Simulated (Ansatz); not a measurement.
# Al2Ru: how settings move the results

The task, for Al2Ru: relax the cell with several choices of cutoff.

Method: DFT PBEsol, scalar-relativistic, plane waves, PAW, in Ansatz 0.2.0.

1 further run of the same task is left out (set aside as unsound or not needed). Runs told in other sessions of the task aren't counted.

## (1) The starting structure

Symmetry: I4/mmm, No. 139, tetragonal system. The conventional cell has a = 3.121 Å, b = 3.121 Å, c = 8.444 Å, α = 90.00°, β = 90.00°, γ = 90.00°. Al (site symmetry 4mm) is surrounded by 5 Ru at 2.58 to 2.88 Å and 5 Al at 2.69 Å. Around Ru (site symmetry 4/mmm) lie 10 Al at 2.58 to 2.88 Å.

Structure file:

```cif
data_structure
_symmetry_space_group_name_H-M 'I4/mmm'
_symmetry_Int_Tables_number 139
_cell_length_a 3.1208
_cell_length_b 3.1208
_cell_length_c 8.4436
_cell_angle_alpha 90.000
_cell_angle_beta 90.000
_cell_angle_gamma 90.000
_cell_volume 82.24
loop_
_atom_site_label
_atom_site_type_symbol
_atom_site_symmetry_multiplicity
_atom_site_Wyckoff_symbol
_atom_site_fract_x
_atom_site_fract_y
_atom_site_fract_z
_atom_site_occupancy
Al1 Al 4 e 0.50000 0.50000 0.15920 1
Ru1 Ru 2 a 0.00000 0.00000 0.00000 1
```

Source of the structure: the Materials Project (structure only). It is taken as it stands there.

## (2) The base run, which the others are set against

input.yaml reads:

```yaml
crystal:
  lattice:
    - [-1.56042162, 1.56042162, 4.22180559]
    - [1.56042162, -1.56042162, 4.22180559]
    - [1.56042162, 1.56042162, -4.22180559]
  atoms:
    - { symbol: Al, position: [0.65920219, 0.65920219, 0.0] }
    - { symbol: Al, position: [0.34079781, 0.34079781, 0.0] }
    - { symbol: Ru, position: [0.0, 0.0, 0.0] }
basis:
  ecutwfc: 420
kpoints:
  mp_grid: { grid: [18, 18, 18] }
hamiltonian:
  xc: pbesol
scf:
  occupations: { method: gaussian, width: 0.1 }
output:
  forces: true
  stress: true
  eigenvalues: true
  populations: true
  write_density: true
  write_potential: true
  elf: true
  volumetric_format: npy
```

It was run beforehand and gave: -2289.1907 eV/atom at zero smearing, pressure -0.43 GPa, largest force 0.049 eV/Å, no gap on the mesh, in 6 SCF cycles and 19 s.

## (3) Relaxation, cutoff: 200 eV

input.yaml reads:

```yaml
crystal:
  lattice:
    - [-1.56042162, 1.56042162, 4.22180559]
    - [1.56042162, -1.56042162, 4.22180559]
    - [1.56042162, 1.56042162, -4.22180559]
  atoms:
    - { symbol: Al, position: [0.65920219, 0.65920219, 0.0] }
    - { symbol: Al, position: [0.34079781, 0.34079781, 0.0] }
    - { symbol: Ru, position: [0.0, 0.0, 0.0] }
basis:
  ecutwfc: 200
kpoints:
  mp_grid: { grid: [18, 18, 18] }
hamiltonian:
  xc: pbesol
scf:
  occupations: { method: gaussian, width: 0.1 }
output:
  forces: true
  stress: true
  eigenvalues: true
relax:
  adjacent_minimum: "off"
  f_tol: 0.01
  max_steps: 60
  cell: { stress_tol: 0.05 }
```

Run with:

```
$ ansatz run input.yaml --threads 1 --pin off --max-ram 2560MiB --backend cpu --events-out ev --progress --plain --runs-dir out
```

## (4) Relaxing with cutoff 250 eV

Edit input.yaml of step 3 so:

```diff
@@ -10,3 +10,3 @@
 basis:
-  ecutwfc: 200
+  ecutwfc: 250
 kpoints:
```

## (5) Relaxing with cutoff 300 eV

Edit input.yaml of step 4 so:

```diff
@@ -10,3 +10,3 @@
 basis:
-  ecutwfc: 250
+  ecutwfc: 300
 kpoints:
```

## (6) Relaxation, cutoff: 350 eV

Edit input.yaml of step 5 so:

```diff
@@ -10,3 +10,3 @@
 basis:
-  ecutwfc: 300
+  ecutwfc: 350
 kpoints:
```

## (7) Relaxation, cutoff: 650 eV

Edit input.yaml of step 6 so:

```diff
@@ -10,3 +10,3 @@
 basis:
-  ecutwfc: 350
+  ecutwfc: 650
 kpoints:
```

(Steps that only read results are left out.)

What results come out of these runs, taken together? Wanted: relaxed volume by cutoff.

**Answer**, as computed:

| quantity | value |
| --- | --- |
| relaxed volume by cutoff (Å³/atom) | 250: 13.72; 300: 13.74; 350: 13.68; 650: 13.68 |

The relaxed volumes span 0.5 %. From 250 eV on the volume holds to 0.5 %, at 1.1 of the time of the best run. The settings are coarse, so take the values as rough.
